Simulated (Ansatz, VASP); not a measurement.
NaCl: VASP beside Ansatz

```
Na Cl
1.0
     0.00000    2.80095    2.80095
     2.80095    0.00000    2.80095
     2.80095    2.80095    0.00000
Na Cl
1 1
Direct
  0.00000 0.00000 0.00000
  0.50000 0.50000 0.50000
```

Alike in both runs: task single point; functional PBEsol; k mesh 8 × 8 × 8; occupations gaussian, width 0.02 eV; no spin polarisation.

|  | VASP | Ansatz |
| --- | --- | --- |
| version | VASP 6.6.1 | Ansatz 0.2.0 |
| potentials or method | VASP PAW PBE potentials, release 64 (Na_pv, Cl) | scalar-relativistic, plane waves, PAW |
| plane-wave cutoff (eV) | 520 | 420 |
| valence electrons in the cell | 14 | 16 |

|  | VASP | Ansatz | Ansatz less VASP |
| --- | --- | --- | --- |
| gap on the k mesh at the Fermi level (eV) | 5.01 | 5.01 | +0.004 |
| least direct gap on the mesh (eV) | 5.01 | 5.01 | +0.004 |
| pressure (GPa) | 0.0 | 0.0 | -0.02 |

The two sets of potentials don't hold the same shells in valence.

Caveats: the PAW data sets were made with another functional, which shifts forces and pressure a little (VASP). A hybrid or GW would open this gap; PBEsol tends to underestimate it.
